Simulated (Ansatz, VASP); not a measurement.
# Si27TeC26 (Te_C): VASP beside Ansatz, part 2 of 2

One calculation is typed for both programs; each brings its own data sets. How far apart do they land? The structure shown is the start of the Ansatz relaxation below; VASP solves that cell, so the two are compared at the walk's first step.

VASP 6.6.1 and Ansatz 0.2.0.

So far: Starting point; Ansatz: relaxation, r2SCAN.

**3. VASP: single point, r2SCAN, start cell**

Level of this step: r2SCAN; plane waves and PAW (Si, C, Te) (VASP).

The same cell, functional and mesh now go to VASP, with its own data sets.

Lines of VASP's logs that name or quote its potential files are left out, and so is its time.

INCAR

```
SYSTEM = Si27TeC26
PREC = Accurate
ENCUT = 580
EDIFF = 1E-06
NELM = 120
ISMEAR = 0
SIGMA = 0.01
LREAL = Auto
ALGO = Normal
METAGGA = R2SCAN
LASPH = .TRUE.
NELECT = 216
NBANDS = 152
LORBIT = 11
LWAVE = .FALSE.
LCHARG = .FALSE.
ISIF = 2
ISYM = 0
GGA_COMPAT = .FALSE.
EFERMI = MIDGAP
LMIXTAU = .TRUE.
KPAR = 4
```

POSCAR

```
Si27TeC26
1.0
    0.0000000000      6.5348887282      6.5348887282
    6.5348887282      0.0000000000      6.5348887282
    6.5348887282      6.5348887282      0.0000000000
Si C Te
27 26 1
Direct
    0.0001633540      0.9998951015      0.0053792041
    0.0019929184      0.9939196363      0.3332268674
    0.0008492111      0.9976223773      0.6623812095
    0.0063507585      0.3299593290      0.9974174771
    0.0057720187      0.3329901381      0.3283417039
    0.9945344134      0.3379802001      0.6689117721
    0.0005909818      0.6602718393      0.0033798586
    0.0040173599      0.6679905629      0.3270305110
    0.9970571802      0.6713159447      0.6621522079
    0.3297859519      0.0038801732      0.9959063572
    0.3314763403      0.0049474446      0.3353826042
    0.3379714777      0.9971805182      0.6620542721
    0.3375350510      0.3274908096      0.9991764206
    0.3399501648      0.3313308902      0.3312537658
    0.3271208721      0.3343517527      0.6676174119
    0.3330366576      0.6652447625      0.0061011750
    0.3313669276      0.6645285300      0.3399507004
    0.3338090503      0.6726507800      0.6643422988
    0.6684827671      0.9992095504      0.9942865898
    0.6609266324      0.9988694528      0.3373654995
    0.6697166061      0.9964427091      0.6626508392
    0.6637395341      0.3396998927      0.9996081035
    0.6700686396      0.3276692365      0.3369469767
    0.6614214380      0.3356904136      0.6713743236
    0.6663177724      0.6690483468      0.0040175894
    0.6728593528      0.6624734070      0.3328858517
    0.6638997511      0.6726676127      0.6672456382
    0.0774000172      0.0825673584      0.0862884624
    0.0817707879      0.0779933708      0.4187465332
    0.0815632863      0.0815088094      0.7470214418
    0.0773373536      0.4166113783      0.0848964723
    0.0875035557      0.4108548916      0.4192233585
    0.0886411420      0.4130683952      0.7463204353
    0.0818430156      0.7554521898      0.0844138321
    0.0834252154      0.7561948957      0.4139679515
    0.0808547049      0.7561081306      0.7461232628
    0.4191357518      0.0875683617      0.0775280990
    0.4214082465      0.0816046030      0.4189373551
    0.4208732718      0.0865540369      0.7474887796
    0.4169432891      0.4163697521      0.0887461171
    0.4162625583      0.4135498877      0.7471525076
    0.4152156391      0.7496015929      0.0894814012
    0.4196026304      0.7533438907      0.4166106897
    0.4150207621      0.7536285168      0.7444975274
    0.7499237101      0.0804351875      0.0896013726
    0.7523187011      0.0812731512      0.4115933892
    0.7522641478      0.0846140651      0.7529968305
    0.7482493893      0.4229041404      0.0828934543
    0.7472285609      0.4140967984      0.4154648400
    0.7510866220      0.4171689241      0.7544897404
    0.7556797377      0.7480249784      0.0786952956
    0.7438237592      0.7541589008      0.4184045993
    0.7480991955      0.7498314361      0.7458985459
    0.4202193969      0.4110654537      0.4201855784
```

KPOINTS

```
Points of the shifted mesh
8
Reciprocal
 0.2500000000  0.2500000000  0.2500000000 1
 0.2500000000  0.2500000000  0.7500000000 1
 0.2500000000  0.7500000000  0.2500000000 1
 0.2500000000  0.7500000000  0.7500000000 1
 0.7500000000  0.2500000000  0.2500000000 1
 0.7500000000  0.2500000000  0.7500000000 1
 0.7500000000  0.7500000000  0.2500000000 1
 0.7500000000  0.7500000000  0.7500000000 1
```

The projector-augmented-wave data sets are Si, C and Te (PBE family, release 64).

Command:

```bash
mpirun -np 8 vasp_std
```

Numbers of over 12 decimals in the logs are rounded to 6 here.

What it wrote:

```text
[banner, memory and clock lines left out]
running    8 mpi-ranks, on    1 nodes
[...]
|                                                                             |
|           W    W    AA    RRRRR   N    N  II  N    N   GGGG   !!!           |
|           W    W   A  A   R    R  NN   N  II  NN   N  G    G  !!!           |
|           W    W  A    A  R    R  N N  N  II  N N  N  G       !!!           |
|           W WW W  AAAAAA  RRRRR   N  N N  II  N  N N  G  GGG   !            |
|           WW  WW  A    A  R   R   N   NN  II  N   NN  G    G                |
|           W    W  A    A  R    R  N    N  II  N    N   GGGG   !!!           |
|                                                                             |
|     For optimal performance we recommend to set                             |
|       NCORE = 2 up to number-of-cores-per-socket                            |
|     NCORE specifies how many cores store one orbital (NPAR=cpu/NCORE).      |
|     This setting can greatly improve the performance of VASP for DFT.       |
[...]
DAV:   5    -0.610344936793E+03   -0.37176E-01   -0.37137E-01  2992   0.141E+00BRMIX: very serious problems
 the old and the new charge density differ
 old charge density:   218.00000 new  216.00000
BRMIX: very serious problems
 the old and the new charge density differ
 old charge density:   218.00000 new  216.00000
BRMIX: very serious problems
 the old and the new charge density differ
 old charge density:   218.00000 new  216.00000
BRMIX: very serious problems
 the old and the new charge density differ
 old charge density:   218.00000 new  216.00000
    0.527E+01
DAV:   6    -0.549997341075E+03    0.60348E+02   -0.13888E+02  2856   0.233E+01    0.353E+01
DAV:   7    -0.523839850733E+03    0.26157E+02   -0.12969E+01  2952   0.881E+00    0.127E+01
DAV:   8    -0.527880371146E+03   -0.40405E+01   -0.10899E+01  2712   0.813E+00    0.661E+00
DAV:   9    -0.529920194460E+03   -0.20398E+01   -0.28803E+00  2720   0.492E+00    0.281E+00
[...]
DAV:  21    -0.530542672735E+03   -0.19534E-04   -0.10790E-04  2664   0.310E-02    0.788E-02
DAV:  22    -0.530542684783E+03   -0.12048E-04   -0.39546E-05  3056   0.157E-02    0.190E-02
DAV:  23    -0.530542684842E+03   -0.59030E-07   -0.25694E-06  2000   0.482E-03
   1 F= -.53054268E+03 E0= -.53054268E+03  d E =0.000000E+00
```

Parts of OUTCAR (step 3):

```text
  Total       39.8087973     36.1591008     36.8009698      0.7290361      0.0067487     -2.4577225
  in kB      114.2733744    103.7967169    105.6392377      2.0927387      0.0193726     -7.0550297
  external PRESSURE =     107.9031097 kB  Pullay stress =       0.0000000 kB

 POSITION                                       TOTAL-FORCE (eV/Angst)
 -----------------------------------------------------------------------------------
      6.56936      0.03622      6.53527        -0.950264     -2.119018     -0.307175
      8.67275      2.19062      6.50818         1.125380     -0.786898      1.507491
     10.84794      4.33414      6.52490         1.690633      0.369818      0.218980
      8.67426      6.55951      2.19775         0.844749     -0.582030     -0.899567
      4.32173      2.18340      2.21377         0.128380      0.286909     -1.643683
      6.57993     10.87044      8.70783        -1.651233      0.777320     -1.087966
      4.33689      0.02595      4.31867         0.353747     -0.946343      1.745752
      6.50235      2.16336      4.39150         1.031120     -0.174869     -1.034702
      8.71407     10.84275     10.90263         0.619854      0.964980     -0.125696
      6.53349      8.66325      2.18047         0.712727      0.989642     -0.111066
      2.22402      4.35785      2.19849        -1.187186     -0.730525     -0.165656
     10.84291      6.53506      8.72507         2.005907     -0.268021     -1.087411
      8.66962      8.73526      4.34587         1.140128     -0.880231      0.110725
      4.32992      4.38624      4.38675       -14.160517    -14.799720    -15.019816
[...]
-----------------------------------------------------------------------------------
    total drift:                                0.004334      0.014865     -0.007208

  FREE ENERGIE OF THE ION-ELECTRON SYSTEM (eV)
  ---------------------------------------------------
  free  energy   TOTEN  =      -530.5426848422 eV

  energy  without entropy=     -530.5426848422  energy(sigma->0) =     -530.54268484

[... 1 further part left out ...]
```

The run ends at a pressure of 10.79 GPa, with forces up to 26 eV/Å.

**4. Side by side**

Known differences besides the potentials themselves: VASP keeps PBE cores, Ansatz makes them for the functional; fixed occupations in Ansatz, narrow Gaussian smearing in VASP; the cutoff is 500 eV in Ansatz and 580 eV in VASP (PREC = Accurate, projectors in real space). Total energies have different zeros and are not compared.

Forces on 7 of the 54 atoms, those with the largest forces and the largest differences (eV/Å; atoms numbered as in POSCAR):

```csv
atom,"Ansatz x, y, z","VASP x, y, z"
Si1,"-0.955, -2.137, -0.306","-0.950, -2.119, -0.307"
Si14,"-14.169, -14.810, -15.037","-14.161, -14.800, -15.020"
Si15,"14.735, 15.252, -14.674","14.717, 15.228, -14.645"
Si17,"13.620, -13.249, 13.969","13.617, -13.244, 13.964"
Si23,"-14.845, 13.499, 14.804","-14.805, 13.455, 14.768"
C35,"-1.622, 1.039, -1.776","-1.603, 1.022, -1.775"
Te54,"0.380, -0.783, 2.552","0.362, -0.734, 2.539"
```

The forces differ by 10 meV/Å r.m.s., which is 0.3 % of the r.m.s. force of 4.019 eV/Å (both taken over all components). The cell carries a charge of +2 e against a uniform background, so its pressure also hangs on how the neutralising background is counted, and in a defect's cell a gap may be the spacing between its levels.

**5. Results**

```
r.m.s. force difference (single point, r2SCAN, start cell) : 0.26 % of the r.m.s. force
```

**Reading.** The r.m.s. force difference is 0.26 % of the r.m.s. force (single point, r2SCAN, start cell), within the 3 % picked in this series as the mark of a large difference. The data sets hold unlike numbers of valence electrons (226 in Ansatz and 216 in VASP), so part of the differences comes from the potentials. VASP runs on this material, other cells of it included, that failed, so that no pair exists: single point, r2SCAN (timeout). How closely two codes agree says nothing of how well the functional describes the real material.

[Lines on the potential files, build, host, timing and source positions are cut from VASP's logs without a mark.]

[Logs are printed without paths, hosts, clocks, repeated set-up lines and the standing remarks that a program may print on its own settings, such as how far it seeks lower states.]

[Hosts, paths, dates, database ids (printed as entryN), source tags and the programs' standing remarks are cut or masked in the printed files.]
